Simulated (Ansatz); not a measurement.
# Al: a line through a two-coordinate scan

Aim: follow the energy of Al (Im-3m, No. 229; 1 atom in the cell) along one coordinate, engineering shear strain xy, with the other held at strain +e along x and -e along y = −5.25 %.

Method: DFT PBE, scalar-relativistic, plane waves, PAW, in Ansatz 0.2.0.

1 further run of the same task is left out (set aside as unsound or not needed).

### Step 1. The structure to begin with

It takes space group Im-3m (No. 229, cubic). The conventional cell has a = 3.235 Å, b = 3.235 Å, c = 3.235 Å, α = 90.00°, β = 90.00°, γ = 90.00°. Around Al (site symmetry m-3m) lie 8 Al at 2.80 Å.

As a file:

```cif
data_structure
_symmetry_space_group_name_H-M 'P 1'
_symmetry_Int_Tables_number 1
_cell_length_a 2.8016
_cell_length_b 2.8016
_cell_length_c 2.8016
_cell_angle_alpha 109.471
_cell_angle_beta 109.471
_cell_angle_gamma 109.471
_cell_volume 16.93
loop_
_atom_site_label
_atom_site_type_symbol
_atom_site_fract_x
_atom_site_fract_y
_atom_site_fract_z
_atom_site_occupancy
Al1 Al 0.00000 0.00000 0.00000 1
```

It goes back to an entry of the Materials Project, which need not be the stable form.

It is the result of an earlier relaxation at this level (volume 16.93 Å³/atom; gap on the mesh: none (metal)).

### Step 2. Plan of the line

The energy is mapped over two homogeneous strains (x along [1 0 0], y along [0 1 0], z along [0 0 1] of the conventional cell).

First coordinate, engineering shear strain xy: 9 values from −14.0 %. Second coordinate, strain +e along x and -e along y: 9 values from −7.00 %.

Nothing else is relaxed (symmetry fixes all fractional coordinates). Energies count from the relaxed crystal. Points are written as (first, second).

### Step 3. The run at (−14.0 %, −5.25 %)

The input, input.yaml:

```yaml
crystal:
  lattice:
    - [-1.6458166693, 1.8156552445, 1.6175102401]
    - [1.6458166693, -1.8156552445, 1.6175102401]
    - [1.4193652357, 1.5892038109, -1.6175102401]
  atoms:
    - { symbol: Al, position: [0.0, 0.0, 0.0] }
basis:
  ecutwfc: 420
kpoints:
  mp_grid: { grid: [20, 20, 20] }
hamiltonian:
  xc: pbe
scf:
  occupations: { method: gaussian, width: 0.15 }
output:
  forces: true
  stress: true
  eigenvalues: true
```

Command:

```bash
ansatz run input.yaml --threads 1 --pin off --max-ram 2048MiB --backend cpu --events-out ev --progress --plain --runs-dir out
```

The log of the run, cut to the lines that bear on the results:

```text
Warning: RAYON_NUM_THREADS=1 ignored (pool sized by the plan → 1); use --threads N
[...]
Pseudopotentials: kind: paw
Pseudopotential: Al, paw, valence charge 3, recommended cutoff 420 eV (normal), Al.paw.azcp
Functional definition: PBE
[...]
Crystal: 1 atoms, lattice volume = 16.798 Å³
Basis set: ecut = 420 eV, 319 PW (Γ), exchange–correlation on 40×40×36 points (8 copies of the dense FFT grid, shifted against one another)
Bands: 6, of which v1, the nominal top of the filled ones, is band 2 counted from 1 (1 counted from 0)
Symmetry: 4 space group operations
Space group: C2/m (ITA 12), of the structure as read, at distance tolerance 2.6e-5 Å
k-points: 2112 of 8000
[...]
SCF iter   1: F=—  HF=-537.376030 eV  |F-HF|=—  |Δ(HF+E_count)|=         —  Δρ=9.08e-4  dr2=1.38e-4  ethr=1.77e-3  ⟨swp⟩=4.6  Hψ=109051  notcnv=0
[...]
SCF iter   6: F=-537.376037 eV  HF=-537.376037 eV  |F-HF|=2.27e-13  |Δ(HF+E_count)|=  6.25e-12  Δρ=1.26e-8  dr2=1.18e-14  ethr=1.00e-12  ⟨swp⟩=2.0  Hψ=40431  notcnv=0
[...]
SCF converged after 6 iterations
Free energy (F): -537.376037 eV
[...]
E sigma→0 (E₀):  -537.373564 eV
Entropy (-TS):   -0.004947 eV (-4.947 meV/atom)
Fermi energy:    7.730044 eV
[...]
--- Forces (eV/Å), atoms counted from 1 ---
  atom   1  Al     0.00000000     0.00000000     0.00000000
[...]
--- Stress (GPa, compression-positive) ---
        0.657518       5.899509       0.000000
        5.899509       3.801622       0.000000
        0.000000       0.000000       1.739388
  P = ⅓ Tr σ = 2.0662 GPa (20.662 kbar)
--- Band table (eV; the first three rows and the last of 2112) ---
  k-point 0: bands = ["-3.2512", "19.2818", "19.4227", "19.7663", "21.8326", "22.5106"]
[...]
```

Wall time 8.8 s (1 thread of Intel Xeon Platinum 8488C (Sapphire Rapids), shared host); peak memory 0.63 GiB.

Energy on the map's scale: 32.8 meV/atom.

### Step 4. Variant: ecutwfc 36.7 Ry, dispersion d3bj, eigensolver.kind davidson

Edit input.yaml of step 3 so:

```diff
@@ -8,3 +8,3 @@
 basis:
-  ecutwfc: 420
+  ecutwfc: "36.7 Ry"
 kpoints:
@@ -13,7 +13,9 @@
   xc: pbe
+  dispersion: d3bj
 scf:
   occupations: { method: gaussian, width: 0.15 }
+  eigensolver: { kind: davidson }
 output:
   forces: true
+  eigenvalues: true
   stress: true
-  eigenvalues: true
```

Command:

```bash
ansatz run input.yaml --threads 1 --pin off --max-ram 2048MiB --backend cpu --events-out ev --progress --plain --runs-dir out
```

The log of the run, cut to the lines that bear on the results:

```text
Warning: RAYON_NUM_THREADS=1 ignored (pool sized by the plan → 1); use --threads N
[...]
[... 3 set-up lines as earlier in the session ...]
[...]
Crystal: 1 atoms, lattice volume = 16.798 Å³
Basis set: ecut = 499.3289376138798 eV, 423 PW (Γ), exchange–correlation on 48×48×40 points (8 copies of the dense FFT grid, shifted against one another)
Bands: 6, of which v1, the nominal top of the filled ones, is band 2 counted from 1 (1 counted from 0)
[... 2 set-up lines as earlier in the session ...]
k-points: 2112 of 8000
[...]
SCF iter   1: F=—  HF=-537.706558 eV  |F-HF|=—  |Δ(HF+E_count)|=         —  Δρ=9.18e-4  dr2=1.41e-4  ethr=1.77e-3  ⟨swp⟩=6.6  Hψ=65043  notcnv=0
[...]
SCF iter   6: F=-537.706552 eV  HF=-537.706552 eV  |F-HF|=2.73e-12  |Δ(HF+E_count)|=  4.46e-11  Δρ=1.86e-7  dr2=7.24e-12  ethr=6.43e-12  ⟨swp⟩=2.0  Hψ=16078  notcnv=0  defer=1
the search or the solves at the SCF's close seem to have found levels that the self-consistency loop had missed (the run counts 4). By its estimate they hold under 1e-12 electrons; where the run keeps them, the occupations were computed again with them
[...]
SCF converged after 6 iterations
Free energy (F): -537.706552 eV
[...]
E sigma→0 (E₀):  -537.704079 eV
Entropy (-TS):   -0.004946 eV (-4.946 meV/atom)
Fermi energy:    7.730009 eV
[...]
--- Forces (eV/Å), atoms counted from 1 ---
  atom   1  Al     0.00000000     0.00000000     0.00000000
[...]
--- Stress (GPa, compression-positive) ---
       -2.617689       5.867004       0.000000
        5.867004       0.562984       0.000000
        0.000000       0.000000      -1.523491
  P = ⅓ Tr σ = -1.1927 GPa (-11.927 kbar)
--- Band table (eV; the first three rows and the last of 2112) ---
  k-point 0: bands = ["-3.2511", "19.2817", "19.4225", "19.7658", "21.8318", "22.5104"]
[...]
```

It took 14 s on 1 thread of Intel Xeon Platinum 8488C (Sapphire Rapids), shared host; peak memory 0.54 GiB.

```csv
run,ending,energy change,pressure (GPa),gap (eV),force (eV/Å),cycles,time
step 3,converged,0,2.1,0.00,0.00,6,8.8 s
variant,converged,-330.5 meV/atom (offset of the dispersion model),-1.2,0.00,0.00,6,14 s
```

Changing the cutoff, dispersion term and solver moves the energy by -330.5 meV/atom, and the pressure goes from 2.1 to -1.2 GPa. Cost: 14 s against 8.8 s.

### Step 5. The run at (−10.5 %, −5.25 %)

The input, input.yaml:

```yaml
crystal:
  lattice:
    - [-1.6175102401, 1.7873488153, 1.6175102401]
    - [1.6175102401, -1.7873488153, 1.6175102401]
    - [1.4476716649, 1.6175102401, -1.6175102401]
  atoms:
    - { symbol: Al, position: [0.0, 0.0, 0.0] }
basis:
  ecutwfc: 420
kpoints:
  mp_grid: { grid: [20, 20, 20] }
hamiltonian:
  xc: pbe
scf:
  occupations: { method: gaussian, width: 0.15 }
output:
  forces: true
  stress: true
  eigenvalues: true
```

Command:

```bash
ansatz run input.yaml --threads 1 --pin off --max-ram 2048MiB --backend cpu --events-out ev --progress --plain --runs-dir out
```

The log of the run, cut to the lines that bear on the results:

```text
Warning: RAYON_NUM_THREADS=1 ignored (pool sized by the plan → 1); use --threads N
[...]
[... 3 set-up lines as earlier in the session ...]
[...]
Crystal: 1 atoms, lattice volume = 16.835 Å³
Basis set: ecut = 420 eV, 329 PW (Γ), exchange–correlation on 40×40×40 points (8 copies of the dense FFT grid, shifted against one another)
Bands: 6, of which v1, the nominal top of the filled ones, is band 2 counted from 1 (1 counted from 0)
[... 2 set-up lines as earlier in the session ...]
k-points: 2112 of 8000
[...]
SCF iter   1: F=—  HF=-537.395235 eV  |F-HF|=—  |Δ(HF+E_count)|=         —  Δρ=7.83e-4  dr2=9.24e-5  ethr=1.77e-3  ⟨swp⟩=4.6  Hψ=108558  notcnv=0
[...]
SCF iter   6: F=-537.395245 eV  HF=-537.395245 eV  |F-HF|=1.14e-13  |Δ(HF+E_count)|=  4.55e-13  Δρ=1.05e-8  dr2=8.94e-15  ethr=1.00e-12  ⟨swp⟩=1.9  Hψ=40455  notcnv=0
[...]
SCF converged after 6 iterations
Free energy (F): -537.395245 eV
[...]
E sigma→0 (E₀):  -537.392786 eV
Entropy (-TS):   -0.004919 eV (-4.919 meV/atom)
Fermi energy:    7.721684 eV
[...]
--- Forces (eV/Å), atoms counted from 1 ---
  atom   1  Al     0.00000000     0.00000000    -0.00000000
[...]
--- Stress (GPa, compression-positive) ---
       -0.113416       4.307483      -0.000000
        4.307483       2.955282       0.000000
       -0.000000       0.000000       0.754736
  P = ⅓ Tr σ = 1.1989 GPa (11.989 kbar)
--- Band table (eV; the first three rows and the last of 2112) ---
  k-point 0: bands = ["-3.2553", "19.4920", "19.8113", "20.4014", "21.7363", "22.2945"]
[...]
```

It took 8.9 s on 1 thread of Intel Xeon Platinum 8488C (Sapphire Rapids), shared host; peak memory 0.63 GiB.

On the map this point reads 13.6 meV/atom.

### Step 6. A further run, with the input changed

Edit input.yaml of step 5 so:

```diff
@@ -13,7 +13,9 @@
   xc: pbe
+  hubbard: { sites: [{ species: Al, l: f, u_eff: 30.0 }] }
 scf:
   occupations: { method: gaussian, width: 0.15 }
+  max_iter: 80
 output:
   forces: true
+  eigenvalues: true
   stress: true
-  eigenvalues: true
```

Command:

```bash
ansatz run input.yaml --threads 1 --pin off --max-ram 2048MiB --backend cpu --events-out ev --progress --plain --runs-dir out
```

The log of the run:

```text
Error: inconsistent input (hamiltonian.hubbard.sites[].l, hamiltonian.hubbard.sites[].shell): the file of Al doesn't list 4f, and it can't be added: PBE doesn't bind the shell 4f of the free atom, whose level lies at +1.02 eV. Type an atom or ion with it (hamiltonian.pseudopotentials.projection_atoms), take another file or name another shell
```

It took 0.06 s on 1 thread of Intel Xeon Platinum 8488C (Sapphire Rapids), shared host; peak memory 0.12 GiB.

### Step 7. What went wrong

The program refused the input before any cycle. The line that matters: «inconsistent input (hamiltonian.hubbard.sites[].l, hamiltonian.hubbard.sites[].shell): the file of Al doesn't list 4f, and it can't be added: PBE doesn't bind the shell 4f of the free atom, whose level lies at +1.02 eV ...»

Look at the input: hamiltonian.hubbard.sites is [{species: Al, l: f, u_eff: 30.0}]. The Hubbard term names a species or shell that the system's potentials don't have.

Remedy: delete hamiltonian.hubbard.sites.

### Step 8. The run at (−7.0 %, −5.25 %)

The input, input.yaml:

```yaml
crystal:
  lattice:
    - [-1.5892038109, 1.7590423861, 1.6175102401]
    - [1.5892038109, -1.7590423861, 1.6175102401]
    - [1.4759780941, 1.6458166693, -1.6175102401]
  atoms:
    - { symbol: Al, position: [0.0, 0.0, 0.0] }
basis:
  ecutwfc: 420
kpoints:
  mp_grid: { grid: [20, 20, 20] }
hamiltonian:
  xc: pbe
scf:
  occupations: { method: gaussian, width: 0.15 }
output:
  forces: true
  stress: true
  eigenvalues: true
```

Command:

```bash
ansatz run input.yaml --threads 1 --pin off --max-ram 2048MiB --backend cpu --events-out ev --progress --plain --runs-dir out
```

The log of the run, cut to the lines that bear on the results:

```text
Warning: RAYON_NUM_THREADS=1 ignored (pool sized by the plan → 1); use --threads N
[...]
[... 3 set-up lines as earlier in the session ...]
[...]
Crystal: 1 atoms, lattice volume = 16.860 Å³
Basis set: ecut = 420 eV, 331 PW (Γ), exchange–correlation on 40×40×40 points (8 copies of the dense FFT grid, shifted against one another)
Bands: 6, of which v1, the nominal top of the filled ones, is band 2 counted from 1 (1 counted from 0)
[... 2 set-up lines as earlier in the session ...]
k-points: 2112 of 8000
[...]
SCF iter   1: F=—  HF=-537.408791 eV  |F-HF|=—  |Δ(HF+E_count)|=         —  Δρ=7.11e-4  dr2=6.99e-5  ethr=1.77e-3  ⟨swp⟩=4.6  Hψ=108071  notcnv=0
[...]
SCF iter   6: F=-537.408805 eV  HF=-537.408805 eV  |F-HF|=2.27e-13  |Δ(HF+E_count)|=  2.39e-12  Δρ=1.94e-8  dr2=3.72e-14  ethr=1.00e-12  ⟨swp⟩=2.0  Hψ=40545  notcnv=0
[...]
SCF converged after 6 iterations
Free energy (F): -537.408805 eV
[...]
E sigma→0 (E₀):  -537.406393 eV
Entropy (-TS):   -0.004824 eV (-4.824 meV/atom)
Fermi energy:    7.708117 eV
[...]
--- Forces (eV/Å), atoms counted from 1 ---
  atom   1  Al     0.00000000     0.00000000     0.00000000
[...]
--- Stress (GPa, compression-positive) ---
       -0.665420       2.863771       0.000000
        2.863771       2.409461       0.000000
        0.000000       0.000000       0.054611
  P = ⅓ Tr σ = 0.5996 GPa (5.996 kbar)
--- Band table (eV; the first three rows and the last of 2112) ---
  k-point 0: bands = ["-3.2583", "19.5513", "20.3162", "20.9619", "21.6677", "22.1312"]
[...]
```

Wall time 8.4 s (1 thread of Intel Xeon Platinum 8488C (Sapphire Rapids), shared host); peak memory 0.62 GiB.

On the map this point reads 0.0 meV/atom.

### Step 9. Grid point (−3.5 %, −5.25 %)

The input, input.yaml:

```yaml
crystal:
  lattice:
    - [-1.5608973817, 1.7307359569, 1.6175102401]
    - [1.5608973817, -1.7307359569, 1.6175102401]
    - [1.5042845233, 1.6741230985, -1.6175102401]
  atoms:
    - { symbol: Al, position: [0.0, 0.0, 0.0] }
basis:
  ecutwfc: 420
kpoints:
  mp_grid: { grid: [20, 20, 20] }
hamiltonian:
  xc: pbe
scf:
  occupations: { method: gaussian, width: 0.15 }
output:
  forces: true
  stress: true
  eigenvalues: true
```

Command:

```bash
ansatz run input.yaml --threads 1 --pin off --max-ram 2048MiB --backend cpu --events-out ev --progress --plain --runs-dir out
```

The log of the run, cut to the lines that bear on the results:

```text
Warning: RAYON_NUM_THREADS=1 ignored (pool sized by the plan → 1); use --threads N
[...]
[... 3 set-up lines as earlier in the session ...]
[...]
Crystal: 1 atoms, lattice volume = 16.876 Å³
Basis set: ecut = 420 eV, 337 PW (Γ), exchange–correlation on 40×40×40 points (8 copies of the dense FFT grid, shifted against one another)
Bands: 6, of which v1, the nominal top of the filled ones, is band 2 counted from 1 (1 counted from 0)
[... 2 set-up lines as earlier in the session ...]
k-points: 2112 of 8000
[...]
SCF iter   1: F=—  HF=-537.416803 eV  |F-HF|=—  |Δ(HF+E_count)|=         —  Δρ=6.75e-4  dr2=6.01e-5  ethr=1.77e-3  ⟨swp⟩=4.6  Hψ=107441  notcnv=0
[...]
SCF iter   6: F=-537.416818 eV  HF=-537.416818 eV  |F-HF|=1.14e-13  |Δ(HF+E_count)|=  8.64e-12  Δρ=1.38e-8  dr2=1.44e-14  ethr=1.00e-12  ⟨swp⟩=2.0  Hψ=40499  notcnv=0
[...]
SCF converged after 6 iterations
Free energy (F): -537.416818 eV
[...]
E sigma→0 (E₀):  -537.414465 eV
Entropy (-TS):   -0.004706 eV (-4.706 meV/atom)
Fermi energy:    7.699663 eV
[...]
--- Forces (eV/Å), atoms counted from 1 ---
  atom   1  Al     0.00000000     0.00000000     0.00000000
[...]
--- Stress (GPa, compression-positive) ---
       -1.122473       1.340574      -0.000000
        1.340574       1.989292       0.000000
       -0.000000       0.000000      -0.203817
  P = ⅓ Tr σ = 0.2210 GPa (2.210 kbar)
--- Band table (eV; the first three rows and the last of 2112) ---
  k-point 0: bands = ["-3.2601", "19.5916", "20.7369", "21.3582", "21.6265", "22.0285"]
[...]
```

Wall time 8.6 s (1 thread of Intel Xeon Platinum 8488C (Sapphire Rapids), shared host); peak memory 0.63 GiB.

Energy on the map's scale: −8.0 meV/atom.

### Step 10. Point (0.0 %, −5.25 %)

The input, input.yaml:

```yaml
crystal:
  lattice:
    - [-1.5325909525, 1.7024295277, 1.6175102401]
    - [1.5325909525, -1.7024295277, 1.6175102401]
    - [1.5325909525, 1.7024295277, -1.6175102401]
  atoms:
    - { symbol: Al, position: [0.0, 0.0, 0.0] }
basis:
  ecutwfc: 420
kpoints:
  mp_grid: { grid: [20, 20, 20] }
hamiltonian:
  xc: pbe
scf:
  occupations: { method: gaussian, width: 0.15 }
output:
  forces: true
  stress: true
  eigenvalues: true
```

Command:

```bash
ansatz run input.yaml --threads 1 --pin off --max-ram 2048MiB --backend cpu --events-out ev --progress --plain --runs-dir out
```

The log of the run, cut to the lines that bear on the results:

```text
Warning: RAYON_NUM_THREADS=1 ignored (pool sized by the plan → 1); use --threads N
[...]
[... 3 set-up lines as earlier in the session ...]
[...]
Crystal: 1 atoms, lattice volume = 16.881 Å³
Basis set: ecut = 420 eV, 337 PW (Γ), exchange–correlation on 40×40×40 points (8 copies of the dense FFT grid, shifted against one another)
Bands: 6, of which v1, the nominal top of the filled ones, is band 2 counted from 1 (1 counted from 0)
Symmetry: 8 space group operations
Space group: Immm (ITA 71), of the structure as read, at distance tolerance 2.6e-5 Å
k-points: 1166 of 8000
[...]
SCF iter   1: F=—  HF=-537.419046 eV  |F-HF|=—  |Δ(HF+E_count)|=         —  Δρ=6.47e-4  dr2=5.32e-5  ethr=1.77e-3  ⟨swp⟩=4.6  Hψ=59284  notcnv=0
[...]
SCF iter   6: F=-537.419063 eV  HF=-537.419063 eV  |F-HF|=1.14e-13  |Δ(HF+E_count)|=  5.91e-12  Δρ=9.57e-9  dr2=6.28e-15  ethr=1.00e-12  ⟨swp⟩=2.0  Hψ=22621  notcnv=0
[...]
SCF converged after 6 iterations
Free energy (F): -537.419063 eV
[...]
E sigma→0 (E₀):  -537.416596 eV
Entropy (-TS):   -0.004934 eV (-4.934 meV/atom)
Fermi energy:    7.692810 eV
[...]
--- Forces (eV/Å), atoms counted from 1 ---
  atom   1  Al     0.00000000     0.00000000     0.00000000
[...]
--- Stress (GPa, compression-positive) ---
       -1.134631       0.000000       0.000000
        0.000000       1.871569       0.000000
        0.000000       0.000000      -0.401226
  P = ⅓ Tr σ = 0.1119 GPa (1.119 kbar)
--- Band table (eV; the first three rows and the last of 1166) ---
  k-point 0: bands = ["-3.2607", "19.6060", "20.9228", "21.5000", "21.6128", "21.9935"]
[...]
```

Wall time 4.5 s (1 thread of Intel Xeon Platinum 8488C (Sapphire Rapids), shared host); peak memory 0.49 GiB.

On the map this point reads −10.2 meV/atom.

### Step 11. Results

| engineering shear strain xy (%) | step | energy (meV/atom) | slope (meV/atom per %) | pressure (GPa) |
| --- | --- | --- | --- | --- |
| −14.0 | 3 | 32.8 | −6.4 | 2.07 |
| −10.5 | 5 | 13.6 | −4.6 | 1.20 |
| −7.0 | 8 | 0.0 | −3.1 | 0.60 |
| −3.5 | 9 | −8.0 | −1.4 | 0.22 |
| 0.0 | 10 | −10.2 | 0.0 | 0.11 |
| 3.5 | – | −8.0 | 1.4 | 0.22 |
| 7.0 | – | 0.0 | 3.1 | 0.60 |
| 10.5 | – | 13.6 | 4.6 | 1.20 |
| 14.0 | – | 32.8 | 6.4 | 2.07 |

Energies count from the relaxed crystal. Rows without a step come from runs not printed here or follow by symmetry. Slopes come from the forces (and the stress, where the cell changes), not from differences of energies.

```csv
run,outcome
"step 4, run with ecutwfc 36.7 Ry, dispersion d3bj, eigensolver.kind davidson (against step 3)",-330.5 meV/atom; the pressure goes from 2.1 to -1.2 GPa
"step 6, run with hubbard.sites [{species: Al, l: f, u_eff: 30.0}] (against step 5)",refused
```

**Reading.** Along the line the energy is lowest at 0.0 %, −10.2 meV/atom from the zero. Energies and slopes round the minimum, fitted together, put the minimum at 0.00 %, with a curvature of about 0.33 meV/atom per %². Divided by the reference volume, that is a stiffness of about 31 GPa for this pattern of strain. The highest point computed, at −14.0 %, lies 43.0 meV/atom above the lowest. This is one cut through a surface in two coordinates; the map's lowest point lies off it.
